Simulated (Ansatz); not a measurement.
Crystal: EuO.

```
Eu O
1.0
     0.00000    2.57195    2.57195
     2.57195    0.00000    2.57195
     2.57195    2.57195    0.00000
Eu O
1 1
Direct
  0.00000 0.00000 0.00000
  0.50000 0.50000 0.50000
```

Base run:

* Program: Ansatz 0.2.0
* Functional: PBEsol
* Potentials or basis: all-electron LAPW, scalar-relativistic
* Cutoff: 291 eV (chosen from the basis error)
* Basis error allowed: 0.001 eV/atom
* k mesh: 9 × 9 × 9
* Occupations: fermi-dirac, width 0.05 eV
* Spin: collinear spin, ferromagnetic start
* Starting moments: [7.0, 0.0] μB
* Hubbard terms: Eu f U = 6 eV

Its results: band gap on the k mesh 0.28 eV, indirect (least direct gap 0.51 eV); pressure -3.0 GPa; net moment 7.00 μB per cell; site moments Eu +6.94; O -0.10 μB.

Q: After a change of settings the same cell gave: band gap on the k mesh none (metal or under the smearing width); pressure -6.7 GPa; net moment 7.00 μB per cell; site moments Eu +6.89; O -0.10 μB. Which change was it?
A. hubbard terms from Eu f U = 6 eV to Eu f U = 4 eV
B. hubbard terms from Eu f U = 6 eV to none
C. hubbard terms from Eu f U = 6 eV to Eu f U = 2 eV
D. potentials or basis from all-electron LAPW, scalar-relativistic to all-electron LAPW, non-relativistic; hubbard terms from Eu f U = 6 eV to none

A: C.

Caveats: the magnetic state may not be the lowest; an open f shell can end in a state above the lowest; U is the effective U less J, on atomic orbitals that reach past the spheres; spin-orbit coupling is left out, which moves the levels of the heavy elements; a cell with one magnetic atom can't hold antiferromagnetic order, which such compounds often take; an odd mesh through Γ misses points on the zone boundary, where band edges often lie (some runs).

The runs don't all hold the same shells in valence.
